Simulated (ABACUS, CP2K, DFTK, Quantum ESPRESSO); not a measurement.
**BP: equilibrium volume by level of theory**

Symmetry: F-43m, No. 216, cubic system. Conventional cell: a = 4.538 Å, b = 4.538 Å, c = 4.538 Å, α = 90.00°, β = 90.00°, γ = 90.00°. P (site symmetry -43m) has 4 B at 1.97 Å as nearest neighbours. B (site symmetry -43m) has 4 P at 1.97 Å as nearest neighbours.

```tsv
rung	level	program and potentials	cutoff (eV)	k mesh	smearing	task	core time	chip	equilibrium volume (Å³/atom)	miss	notes
GGA	revPBE	Quantum ESPRESSO, PseudoDojo 0.4.1 SR PBE standard	1034	10 × 10 × 10	fermi-dirac 0.05	relaxation of cell and atoms	41 s	Arm Neoverse V1	11.80	+0.9 %	potentials made for PBE
GGA	PBEsol	ABACUS, PseudoDojo NC SR 0.4.1 PBEsol standard, plane waves	1034	10 × 10 × 10	fermi-dirac 0.05	equation of state	49 s	AMD EPYC 9R45 Zen 5	11.55	-1.3 %	-
GGA + dispersion	revPBE+D4	Quantum ESPRESSO, PseudoDojo 0.4.1 SR PBE standard	1034	10 × 10 × 10	fermi-dirac 0.05	relaxation of cell and atoms	80 s	Arm Neoverse V1	11.05	-5.6 %	potentials made for PBE
GGA + dispersion	revPBE+D3(BJ)	Quantum ESPRESSO, PseudoDojo 0.4.1 SR PBE standard	1034	10 × 10 × 10	fermi-dirac 0.05	relaxation of cell and atoms	3.1 min	Arm Neoverse V1	(a)	?	potentials made for PBE
meta-GGA	r2SCAN	CP2K, POTENTIAL_UZH P GTH-SCAN-q5, B GTH-SCAN-q3; TZVP-MOLOPT-SCAN-GTH basis	-	10 × 10 × 10	fermi-dirac 0.05	equation of state	7.2 min	Intel Xeon Platinum 8488C Sapphire Rapids	11.59	-0.9 %	atomic basis
GGA	PBE	DFTK, PseudoDojo SR PBE 0.4.1 standard (PBE)	1034	10 × 10 × 10	fermi-dirac 0.05	equation of state	7.5 min	Intel Xeon 6975P-C Granite Rapids	11.75	+0.4 %	-
GGA	PBEsol	DFTK, PseudoDojo SR PBEsol 0.4.1 standard (PBEsol)	1034	10 × 10 × 10	fermi-dirac 0.05	equation of state	8.5 min	Intel Xeon 6975P-C Granite Rapids	11.55	-1.3 %	-
```

Times are single runs on shared hosts and different chips, so they are rough; meshes, cutoffs and the tasks' sizes weigh on the time. All rows: no spin polarisation. Smearing widths are in eV. Meshes are those of the run's cell of 2 atoms unless a note names another. Relaxations start from the cell shown or near it and stop with a little pressure left. Misses use the values as printed. Runs on faulty files, with rough fits or with known faults for this quantity aren't shown. No row holds spin-orbit coupling.

Measured: 11.7 Å³/atom at 299.8 K (arxiv:1906.04101). The runs are for a static lattice.

Question: Estimate the value left out from the other rows.

Answer: (a) 11.21 Å³/atom, miss -4.2 %.
